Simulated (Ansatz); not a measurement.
**BaTiO$_{3}$: reading a single point**

```yaml
crystal:
  lattice:
    - [-4.02247, 2.86551, 2.87566]
    - [0.00000, -2.86551, 2.87566]
    - [-4.02247, -2.86551, -2.87566]
  atoms:
    - { symbol: Ba, position: [0.00000, 0.00000, 0.00000] }
    - { symbol: Ba, position: [0.50000, 0.00000, 0.50000] }
    - { symbol: Ti, position: [0.00850, 0.51700, 0.49150] }
    - { symbol: Ti, position: [0.50850, 0.51700, 0.99150] }
    - { symbol: O, position: [0.24450, 0.48900, 0.75550] }
    - { symbol: O, position: [0.74450, 0.48900, 0.25550] }
    - { symbol: O, position: [0.00227, 0.99233, 0.49773] }
    - { symbol: O, position: [0.50226, 0.99233, 0.99774] }
    - { symbol: O, position: [0.24616, 0.50453, 0.25383] }
    - { symbol: O, position: [0.74616, 0.50453, 0.75384] }
```

The numbers come from plane-wave PAW DFT (Ansatz): r2SCAN, with U_eff = 3.72 eV on Ti d (atomic projectors), no spin polarisation, 500 eV, 5×6×5 Γ-centred k points, fermi-dirac occupations (width 0.1 eV). Nothing was relaxed.

**Question.** Which atom feels the largest force, and which way?

**Answer.** The largest is on O7 (and as large on other atoms): 0.28 eV/Å, components (0.00, 0.11, -0.26). It makes 23° with the line to a nearest neighbour, Ti3 at 1.93 Å, pointing towards it.

**Question.** What do density and ELF say about some of the short contacts?

**Answer.** Ti–O at 1.93 Å: least valence density 0.77 e/Å³ and ELF 0.23 there. Ba–O at 2.81 Å: least valence density 0.17 e/Å³ and ELF 0.08 there, a closed-shell (ionic or weak) contact. Both are smooth PAW fields, read partly inside the augmentation spheres.

**Question.** What does the stress say?

**Answer.** The pressure is -3.5 GPa (compression positive), so with the atoms held at these fractions the cell would first shrink.

**Question.** What is the band gap?

**Answer.** The gap is 2.55 eV, indirect (the least direct gap found is 2.60 eV). A semilocal functional usually gives too small a gap.

Origin: a database entry at a rescaled volume.
